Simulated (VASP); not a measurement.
A run of VASP 6.6.1 is set up as follows.

Contents of INCAR:

```
SYSTEM = Hg
PREC = Accurate ; ENCUT = 520
EDIFF = 1E-7 ; ISMEAR = 0
SIGMA = 0.014 ; LREAL = .False.
LASPH = .True. ; NELM = 100
ALGO = Fast ; ISIF = 2
LWAVE = .False. ; LCHARG = .False.
GGA = PE ; NBANDS = 19
```

Contents of KPOINTS:

```
regular mesh
0
Gamma
  3 3 2
  0 0 0
```

Contents of POSCAR:

```
Hg
1.0
    3.4618096384      0.0000000000      0.0000000000
   -1.7309048192      2.9980150899      0.0000000000
    0.0000000000      0.0000000000      5.4875482800
Hg
2
Direct
    0.6666666667      0.3333333333      0.7500000000
    0.3333333333      0.6666666667      0.2500000000
```

Potentials or basis: VASP PAW PBE potentials, release 64 (Hg).

Command:

```console
$ cat potpaw_PBE.64/Hg/POTCAR > POTCAR
$ mpirun -np 1 vasp_std > vasp.out
```

(1) Estimate the band gap on the k mesh.

(2) Predict the pressure.

Answers

(1) none (metal or under the smearing width).

(2) 1.4 GPa.

Caveat: the k mesh is coarse (spacing up to 0.70 Å⁻¹), so the values aren't converged.
